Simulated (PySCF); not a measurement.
# Electric field gradients and quadrupole coupling constants

Compound: C5H5N.
SMILES with atom numbers: `[cH:1]1[cH:2][cH:3][n:4][cH:5][cH:6]1` (hydrogens: H7 on C1; H8 on C2; H9 on C3; H10 on C5; H11 on C6)

Cartesian coordinates in Å at the PBE0-D3(BJ)/def2-TZVP level; atoms count from 1:
```
atom  x, y, z in Å
C1     0.1235    0.9078    0.7945
C2     1.1894    0.3865    0.0798
C3     0.9610   -0.7074   -0.7424
N4    -0.2265   -1.2861   -0.8845
C5    -1.2404   -0.7764   -0.1935
C6    -1.1200    0.3137    0.6561
H7     0.2598    1.7616    1.4486
H8     2.1812    0.8158    0.1547
H9     1.7758   -1.1401   -1.3166
H10   -2.2023   -1.2647   -0.3244
H11   -1.9841    0.6849    1.1938
```

Field gradients from the PBE0/pcSseg-2 density (PySCF, non-relativistic), principal values in atomic units, ordered |Vxx| ≤ |Vyy| ≤ |Vzz|:

| atom | Vxx | Vyy | Vzz |
| --- | --- | --- | --- |
| N4 | 0.3137 | 0.8009 | -1.1146 |

Task: Find the asymmetry η = (Vxx − Vyy)/Vzz and the couplings χ = eQV/h (234.96 MHz × Q in barn × V in au), with Q(14N) = 0.02044 b.

Result: 
```
atom             environment  nucleus     η  χzz (MHz)  χxx (MHz)  χyy (MHz)
  N4  pyridine-type nitrogen      14N  0.44      -5.35       1.51       3.85
```

Task: What is Vzz at N4 in SI units (1 au = 9.71736 × 10²¹ V/m²)?

Result: -1.1146 au = -10.831 × 10²¹ V/m².

Task: And the gradient at the other heavy atoms, for which no coupling is worked out here?

Result: 
```csv
atom,environment,Vzz (au),η
C1,aromatic CH carbon,0.410,0.19
C2,aromatic CH carbon,0.334,0.24
C3,aromatic CH next to a ring nitrogen,0.363,0.35
C5,aromatic CH next to a ring nitrogen,0.363,0.35
C6,aromatic CH carbon,0.334,0.24
```

Were the hydrogens deuterons (Q(2H) = 0.00286 b), χzz would run from 193 kHz (H9 and H10) to 199 kHz (H8 and H11).

Isolated species at its PBE0-D3(BJ)/def2-TZVP geometry, gas phase.
